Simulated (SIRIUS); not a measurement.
Runs of SIRIUS 7.10.0 on Zr. Symmetry: P6_3/mmc, No. 194, hexagonal system. The conventional cell has a = 3.232 Å, b = 3.232 Å, c = 5.147 Å, α = 90.00°, β = 90.00°, γ = 120.00°. Around Zr (site symmetry -6m2) lie 12 Zr at 3.18 to 3.23 Å. 

| level | gap on the mesh (eV) | pressure (GPa) | relaxed volume (Å³/atom) |
| --- | --- | --- | --- |
| PBEsol+D3(BJ) | none | 0.0 | 21.67 |
| PBEsol | none | 0.0 | (a) |
| PBEsol+D4 | none | 0.0 | 22.49 |
| PBEsol+D3 | none | 0.1 | 21.93 |

Alike in all rows: task relaxation of cell and atoms; potentials or basis PseudoDojo 0.4.1 PBE standard (scalar relativistic); no spin polarisation; cell relaxed; k mesh 4 × 4 × 2; cutoff (eV) 915; smearing fermi-dirac 0.05 eV; the mesh is coarse, so values aren't converged.

Task: Estimate the missing entries.

Result: (a) 22.68.

Caveats: all runs use coarse meshes; the potentials were made for another functional, which shifts forces and pressure; pairwise dispersion overbinds metals, which lowers pressure and volume (some runs).

A k mesh can miss the band edges, and the runs leave out spin-orbit coupling on Zr.

A gap of «none» marks a metal or a gap under the smearing width.
